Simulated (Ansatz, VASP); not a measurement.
# One calculation of Pd, two programs

Contents of INCAR:

```
ALGO = Normal
EDIFF = 1E-7
ENCUT = 520
GGA = PE
ISIF = 2
ISMEAR = 0
LASPH = T
LCHARG = T
LELF = T
LREAL = F
LVHAR = T
LWAVE = F
NBANDS = 11
NELM = 100
PREC = Accurate
SIGMA = 0.15
```

Contents of KPOINTS:

```
k-points
0
Gamma
  20 20 20
```

File POSCAR:

```
Pd
1.0
    0.0000000000      1.8962775000      1.9449000000
    1.8962775000      0.0000000000      1.9449000000
    1.8962775000      1.8962775000      0.0000000000
Pd
1
Direct
    0.0000000000      0.0000000000      0.0000000000
```

Input for Ansatz:

```yaml
crystal:
  lattice:
    - [0.0, 1.8962775, 1.9449]
    - [1.8962775, 0.0, 1.9449]
    - [1.8962775, 1.8962775, 0.0]
  atoms:
    - { symbol: Pd, position: [0.0, 0.0, 0.0] }
basis:
  ecutwfc: 420
kpoints:
  mp_grid: { grid: [20, 20, 20] }
hamiltonian:
  xc: pbe
scf:
  occupations: { method: gaussian, width: 0.15 }
output:
  forces: true
  stress: true
  eigenvalues: true
```

Change from the starting cell: strain -0.025 along x and y, +0.000 along z, atoms carried along.

Alike in both runs: task single point; functional PBE; k mesh 20 × 20 × 20; occupations gaussian, width 0.15 eV; no spin polarisation.

|  | VASP | Ansatz |
| --- | --- | --- |
| version | VASP 6.6.1 | Ansatz 0.2.0 |
| potentials or method | VASP PAW PBE potentials, release 64 (Pd) | scalar-relativistic, plane waves, PAW |
| plane-wave cutoff (eV) | 520 | 420 |
| valence electrons in the cell | 10 | 18 |

Ansatz gave:

```
gap on the k mesh at the Fermi level (eV)       : none
pressure (GPa)                                  : 19.8
largest component of the traceless stress (GPa) : 1.37
```

Task: Estimate VASP's values.

Result: gap on the k mesh at the Fermi level (eV): none; pressure (GPa): 19.4; largest component of the traceless stress (GPa): 1.35.

A gap of «none» marks a metal or a gap that the smearing closes. The two sets of potentials don't hold the same shells in valence.

Caveats: so large a pressure means that the cell lies far from this level's equilibrium, or that cutoff or potentials fall short (VASP).
